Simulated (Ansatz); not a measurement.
# InP: the cost of one run

Program: Ansatz 0.2.0. Level of theory: DFT PBEsol, scalar-relativistic, plane waves, PAW. These are calculated values, not measurements.

The COD entry's cell or inner coordinates are ideal or old and differ from later refinements, so a difference from it is no clean test against experiment.

3 further runs of the same task are left out: 1 that didn't finish, 2 set aside as unsound or not needed.

## Step 1: The starting structure

It takes space group F-43m (No. 216, cubic). Conventional cell: a = 5.878 Å, b = 5.878 Å, c = 5.878 Å, α = 90.00°, β = 90.00°, γ = 90.00°. In (site symmetry -43m) has 4 P at 2.55 Å as nearest neighbours. P (site symmetry -43m) has 4 In at 2.55 Å as nearest neighbours.

Coordinates:

```xyz
2
Lattice="0.0000 2.9391 2.9391 2.9391 0.0000 2.9391 2.9391 2.9391 0.0000" Properties=species:S:1:pos:R:3 pbc="T T T"
In    0.0000    0.0000    0.0000
P     4.4086    4.4086    4.4086
```

This cell was relaxed beforehand with the same method: volume 25.39 Å³/atom, gap on the mesh 0.57 eV.

## Step 2: Relaxing at 5 GPa

What is minimised here is the enthalpy; the energy can go up as the cell is squeezed.

input.yaml

```yaml
crystal:
  lattice:
    - [0.0, 2.9390910331, 2.9390910331]
    - [2.9390910331, 0.0, 2.9390910331]
    - [2.9390910331, 2.9390910331, 0.0]
  atoms:
    - { symbol: In, position: [0.0, 0.0, 0.0] }
    - { symbol: P, position: [0.75, 0.75, 0.75] }
basis:
  ecutwfc: 420
kpoints:
  mp_grid: { grid: [10, 10, 10] }
hamiltonian:
  xc: pbesol
scf:
  occupations: { method: fixed }
output:
  forces: true
  stress: true
  eigenvalues: true
relax:
  adjacent_minimum: "off"
  f_tol: 0.001
  max_steps: 60
  cell: { stress_tol: 0.02, p_target: 5.0 }
```

Launch:

```
$ ansatz run input.yaml --threads 1 --pin off --max-ram 3072MiB --backend cpu --events-out ev --progress --plain --runs-dir out
```

Q: Estimate wall time and peak memory on 1 thread of AMD EPYC 9R45 (Zen 5), shared host.

About 6.8 s, with a peak of 0.42 GiB.
